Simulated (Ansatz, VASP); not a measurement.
**C in VASP and in Ansatz**

File INCAR:

```
  PREC = Accurate
  ENCUT = 520
  EDIFF = 1E-6
  ISMEAR = -1
  SIGMA = 0.1
  LREAL = False
  LASPH = True
  NELM = 60
  ALGO = Normal
  ISIF = 2
  LWAVE = False
  LCHARG = False
  GGA = RP
  NBANDS = 8
```

The input KPOINTS:

```
Automatic mesh
0
Gamma
  21 21 21
```

File POSCAR:

```
C
1.0
   -1.1624491639      1.1624491639      1.1624491639
    1.1624491639     -1.1624491639      1.1624491639
    1.1624491639      1.1624491639     -1.1624491639
C
1
Direct
    0.0000000000      0.0000000000      0.0000000000
```

Input for Ansatz:

```yaml
crystal:
  lattice:
    - [-1.1624491639, 1.1624491639, 1.1624491639]
    - [1.1624491639, -1.1624491639, 1.1624491639]
    - [1.1624491639, 1.1624491639, -1.1624491639]
  atoms:
    - { symbol: C, position: [0.0, 0.0, 0.0] }
hamiltonian:
  xc: rpbe
  pseudopotentials:
    kind: paw
    azcp:
      C: "pseudopotentials/C.paw.azcp"
basis:
  ecutwfc: 420
  fft_grid_basis: typed
kpoints:
  mp_grid: { grid: [21, 21, 21], shift: [0, 0, 0] }
magnetization:
  spin_polarized: false
scf:
  occupations: { method: fermi_dirac, width: 0.1 }
  lower_state_search: "off"
output:
  stress: true
```

Alike in both runs: task single point; functional RPBE; k mesh 21 × 21 × 21; occupations fermi-dirac, width 0.1 eV; no spin polarisation.

|  | VASP | Ansatz |
| --- | --- | --- |
| version | VASP 6.6.1 | Ansatz 0.2.0 |
| potentials or method | VASP PAW PBE potentials, release 64 (C) | plane waves (420 eV) with PAW, scalar-relativistic |
| plane-wave cutoff (eV) | 520 | 420 |
| valence electrons in the cell | 4 | 4 |

|  | VASP | Ansatz | Ansatz less VASP |
| --- | --- | --- | --- |
| pressure (GPa) | 16.8 | 16.7 | -0.10 |

Caveats: so large a pressure means that the cell lies far from this level's equilibrium, or that cutoff or potentials fall short (VASP); the potentials were made for another functional, which shifts forces and pressure (VASP).
